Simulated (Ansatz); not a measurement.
**Strain and the gap of ZnS (P6_3mc)**

ZnS (started from an entry of an open crystallographic database), relaxed with r2SCAN in Ansatz. The symmetry is P6_3mc (No. 186, hexagonal); conventional cell a = 3.805 Å, c = 6.244 Å, 19.58 Å³ an atom. Zn is surrounded by 4 S at 2.33–2.34 Å; S is surrounded by 4 Zn at 2.33–2.34 Å.

The axes x, y and z are those of this cell:
```xyz
4
Lattice="3.8054 0.0000 0.0000 -1.9027 3.2956 0.0000 0.0000 0.0000 6.2440" Properties=species:S:1:pos:R:3 pbc="T T T"
Zn    0.0000    2.1971    0.0333
Zn    1.9027    1.0985    3.1554
S     0.0000    2.1971    2.3706
S     1.9027    1.0985    5.4926
```

Unstrained: PBE gives a direct gap of 2.213 eV at Γ. The r2SCAN gap is direct at Γ: 2.781 eV. The HSE06 gap is direct at Γ: 3.444 eV. Meshes: PBE 12×12×4, r2SCAN 12×12×4, HSE06 6×6×4. Strains are changes of length per length, and xy shears are angles. After each strain the atoms were relaxed again with r2SCAN within the symmetry that the strain leaves, so tilts or polar shifts that break it weren't tested; points keep the names that they have in the unstrained zone. Calculated for a static, non-magnetic cell.

Changes of the least gap in eV (an overlap counts as a negative gap):
```csv
strain,volume change (%),space group,PBE,r2SCAN,HSE06,"energy rise, r2SCAN (meV/atom)"
uniaxial -4.31 % along x,-4.3,Cmc2_1,-0.006,-0.007,-0.006,15.6
"xy shear, engineering strain (angle) +2.98 %",0.0,P2_1,-0.068,-0.072,-0.073,1.9
"epitaxial +5.75 % in the xy plane, free normal strain -3.18 %",+8.3,P6_3mc,-0.455,-0.481,-0.506,57.4
uniaxial -3.74 % along y,-3.7,Cmc2_1,+0.014,+0.015,+0.016,11.5
```

Uniaxial -4.31 % along x, other directions held. HSE06: the gap goes from 3.444 to 3.438 eV (-0.006 eV); with r2SCAN the top three valence levels at Γ, grouped 2+1 from the top over 85 meV, become 1+1+1 over 334 meV. Stress change with r2SCAN, compression positive: xx +6.01, yy +2.83, zz +2.18 GPa.

Xy shear, engineering strain (angle) +2.98 %. HSE06: the gap goes from 3.444 to 3.371 eV (-0.073 eV); with r2SCAN the top three valence levels at Γ, grouped 2+1 from the top over 85 meV, become 1+1+1 over 151 meV. Stress change with r2SCAN, compression positive: xx -0.03, yy +0.03, zz -0.01, xy -1.02 GPa.

Epitaxial +5.75 % in the xy plane, free normal strain -3.18 %. HSE06: the gap goes from 3.444 to 2.938 eV (-0.506 eV); with r2SCAN the top three valence levels at Γ, grouped 2+1 from the top over 85 meV, become 1+2 over 217 meV. Stress change with r2SCAN, compression positive: xx -7.53, yy -7.53, zz -0.02 GPa.

Uniaxial -3.74 % along y, other directions held. HSE06: the gap goes from 3.444 to 3.460 eV (+0.016 eV); with r2SCAN the top three valence levels at Γ, grouped 2+1 from the top over 85 meV, become 1+1+1 over 282 meV. Stress change with r2SCAN, compression positive: xx +2.53, yy +5.03, zz +1.86 GPa.

The meshes of the hybrids are coarse, so their gaps aren't converged to the digits shown.

The splittings at Γ are without spin-orbit coupling, which regroups them where it is of like size or larger.
